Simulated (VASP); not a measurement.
Input of a VASP 6.6.1 run:

The input INCAR:

```
ALGO = Normal ; EDIFF = 1E-7
ENCUT = 600 ; GGA = PS
ISIF = 2 ; ISMEAR = 0
LASPH = True ; LCHARG = False
LREAL = False ; LWAVE = False
NBANDS = 23 ; NELM = 120
PREC = Accurate ; SIGMA = 0.05
```

The input KPOINTS:

```
k-points
0
Gamma
  13 13 13
```

Contents of POSCAR:

```
As
1.0
    1.8807968987      1.0858785957      3.5140619945
   -1.8807968987      1.0858785957      3.5140619945
    0.0000000000     -2.1717571915      3.5140619945
As
2
Direct
    0.2260000000      0.2260000000      0.2260000000
    0.7740000000      0.7740000000      0.7740000000
```

Potentials or basis: VASP PAW PBE potentials, release 64 (As).

Command:

```bash
$ cat potpaw_PBE.64/As/POTCAR > POTCAR
$ mpirun -np 1 vasp_std > vasp.out
```

Question: Estimate the band gap on the k mesh.

Answer: None (metal or under the smearing width).

Question: Predict the largest force.

Answer: 0.444 eV/Å.

Stress tensor (GPa, compression positive):
```
1.09 0.00 0.00
0.00 1.09 0.00
0.00 0.00 0.14
```

Caveat: the PAW data sets were made with another functional, which shifts forces and pressure a little.
